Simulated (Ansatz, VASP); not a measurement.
## NaI in VASP and in Ansatz

```
I Na
1.0
     0.00000    3.23640    3.23640
     3.23640    0.00000    3.23640
     3.23640    3.23640    0.00000
I Na
1 1
Direct
  0.50000 0.50000 0.50000
  0.00000 0.00000 0.00000
```

Alike in both runs: functional BLYP; k mesh 4 × 4 × 4; occupations fermi-dirac, width 0.05 eV; no spin polarisation.

```csv
,VASP,Ansatz
version,VASP 6.6.1,Ansatz 0.2.0
potentials or method,"VASP PAW PBE potentials, release 64 (I, Na_pv)",Ansatz PAW
plane-wave cutoff (eV),520,420
valence electrons in the cell,14,26
task,single point,band structure
```

Ansatz gave:

* gap on the k mesh at the Fermi level (eV): 3.72
* least direct gap on the mesh (eV): 3.72
* pressure (GPa): 1.4

**Question.** Estimate VASP's values.

**Answer.** gap on the k mesh at the Fermi level (eV): 3.73; least direct gap on the mesh (eV): 3.73; pressure (GPa): 1.5.

With one functional, cell and mesh, what is left measures potentials, basis and numerics. The two sets of potentials don't hold the same shells in valence.

Caveats: the k mesh is coarse (spacing up to 0.42 Å⁻¹), so the values aren't converged; spin-orbit coupling is left out, which moves the levels of the heavy elements; the PAW data sets were made with another functional, which shifts forces and pressure a little (VASP); the PAW data sets come from PBE, with cores solved anew for the run's functional, which leaves a small shift of forces and pressure (Ansatz).
